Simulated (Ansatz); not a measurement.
# What a trial cell of Ru3S relaxes into

Theory: DFT PBE, scalar-relativistic, plane waves, PAW (Ansatz 0.2.0). Cutoff 420 eV, Γ-centred k mesh, Gaussian smearing, no spin polarisation in the final step.

The start puts Ru3S on the Cu3Au (L1_2) structure type (Pm-3m, No. 221), with S in place of Au, Ru in place of Cu, at a guessed volume.

```yaml
crystal:
  lattice:
    - [3.88393, 0.00000, 0.00000]
    - [0.00000, 3.88393, 0.00000]
    - [0.00000, 0.00000, 3.88393]
  atoms:
    - { symbol: Ru, position: [0.00000, 0.50000, 0.50000] }
    - { symbol: Ru, position: [0.50000, 0.00000, 0.50000] }
    - { symbol: Ru, position: [0.50000, 0.50000, 0.00000] }
    - { symbol: S, position: [0.00000, 0.00000, 0.00000] }
```

Cell and atoms relax at zero pressure; the relaxation can't lower the symmetry of the start. After a coarse first stage the cell is made exact in the group found at 0.06 Å.

Formation energies are uncorrected and refer to the elements' standard structures at the same level.

Which crystal results?

It keeps Pm-3m (No. 221). The result has the Cu3Au (L1_2) structure. Conventional cell: a = 3.798 Å. Around Ru lie 4 S at 2.69 Å and 8 Ru at 2.69 Å; around S lie 12 Ru at 2.69 Å.

```xyz
4
Lattice="3.7985 0.0000 0.0000 0.0000 3.7985 0.0000 0.0000 0.0000 3.7985" Properties=species:S:1:pos:R:3 pbc="T T T"
Ru    0.0000    1.8992    1.8992
Ru    1.8992    0.0000    1.8992
Ru    1.8992    1.8992    0.0000
S     0.0000    0.0000    0.0000
```

What are its volume, energy, density and gap?

The volume per atom is 13.70 Å³ and the density is 10.16 g/cm³. The energy over the elements is 0.62 eV/atom and the gap on the 12×12×12 mesh is 0 eV (a metal).

The final run used a 12×12×12 mesh on its 4-atom cell and 0.10 eV smearing. For metals, differences of a few meV/atom aren't resolved. A structure relaxed within its symmetry needn't be a true minimum. The steps took about 40 core-seconds in all.

Cost: 3 runs of about 0.66 core-minutes in all, on AMD EPYC 7B13 (Zen 3) (shared hosts).